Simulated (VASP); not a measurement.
Set up this calculation in VASP 6.6.1, as the native input.

```yaml
Task: relaxation of cell and atoms
Functional: PBEsol
Potentials_or_basis: VASP PAW PBE potentials, release 64 (Zn, O)
Cutoff: 600 eV
k_mesh: 9 × 9 × 5
Occupations: gaussian, width 0.03 eV
Spin: no spin polarisation
Further_INCAR_settings: ALGO = Normal; EDIFF = 1e-06; IBRION = 2; EDIFFG = -0.01; NSW = 90; ISIF = 3
```

The structure of ZnO (zincite) lies in POSCAR:

```
ZnO
1.0
    3.2493080000      0.0000000000      0.0000000000
   -1.6246540000      2.8139832727      0.0000000000
    0.0000000000      0.0000000000      5.2057090000
Zn O
2 2
Direct
    0.3333333333      0.6666666667      0.5000000000
    0.6666666667      0.3333333333      0.0000000000
    0.6666666667      0.3333333333      0.3790100000
    0.3333333333      0.6666666667      0.8790100000
```

The input as run:

INCAR

```
  PREC = Accurate
  ENCUT = 600
  EDIFF = 1E-6
  ISMEAR = 0
  SIGMA = 0.03
  LREAL = False
  LASPH = True
  NELM = 80
  ALGO = Normal
  ISIF = 3
  LWAVE = False
  LCHARG = False
  GGA = PS
  IBRION = 2
  NSW = 90
  EDIFFG = -0.01
  KPAR = 4
```

KPOINTS

```
regular mesh
0
Gamma
  9 9 5
```

Potentials or basis: VASP PAW PBE potentials, release 64 (Zn, O).

Command:

```sh
$ cat potpaw_PBE.64/Zn/POTCAR potpaw_PBE.64/O/POTCAR > POTCAR
$ mpirun -np 4 vasp_std > vasp.out
```

It gave:

```json
{
  "Relaxed volume": "11.84 Å³/atom",
  "Relaxed cell": "a = 3.236 Å, b = 3.236 Å, c = 5.222 Å, α = 90.00°, β = 90.00°, γ = 120.00°",
  "Space group after relaxing (to 0.05 Å)": "P6_3mc (No. 186)",
  "Energy gained by relaxing": "0.4 meV/atom",
  "Ionic steps": "8",
  "Pressure after relaxing": "0.0 GPa",
  "Band gap on the k mesh": "0.68 eV, direct"
}
```

Caveat: the PAW data sets were made with another functional, which shifts forces and pressure a little.

Run time: 33 s on 4 MPI ranks on Intel(R) Xeon(R) Platinum 8559C (Emerald Rapids), with other jobs on the host, peak memory 0.2 GiB a rank.
